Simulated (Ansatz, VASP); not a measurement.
# CoO: VASP beside Ansatz

```
CELL_PARAMETERS angstrom
-1.50800 1.50800 2.10725
1.50800 -1.50800 2.10725
1.50800 1.50800 -2.10725
ATOMIC_POSITIONS crystal
Co 0.00000 0.00000 0.00000
O 0.50000 0.50000 0.00000
```

Alike in both runs: task single point; functional PBEsol; k mesh 14 × 14 × 14; occupations gaussian, width 0.1 eV; collinear spin.

```csv
,VASP,Ansatz
version,VASP 6.6.1,Ansatz 0.2.0
potentials or method,"VASP PAW PBE potentials, release 64 (Co, O)","scalar-relativistic, plane waves, PAW"
plane-wave cutoff (eV),520,420
valence electrons in the cell,15,23
```

VASP gave:

```
gap on the k mesh at the Fermi level (eV)                     : none
pressure (GPa)                                                : -9.7
largest component of the traceless stress (GPa)               : 0.18
net moment per atom (μB)                                      : 1.47
size of the moment on the site where the two differ most (μB) : 2.56
```

Task: What did Ansatz give for the same quantities?

Result: gap on the k mesh at the Fermi level (eV): none; pressure (GPa): -9.1; largest component of the traceless stress (GPa): 0.26; net moment per atom (μB): 1.48; size of the moment on the site where the two differ most (μB): 2.49.

Site moments also hang on the region over which each program counts them. A gap of «none» marks a metal or a gap that the smearing closes. The functional is the same, so the differences come from potentials, cutoffs and numerics. The two sets of potentials don't hold the same shells in valence.

Caveats: the PAW data sets were made with another functional, which shifts forces and pressure a little (VASP); a cell with one magnetic atom can't hold antiferromagnetic order, which such compounds often take; semilocal functionals often make such compounds metallic where correlation or magnetic order opens a gap, which also shifts bond lengths.
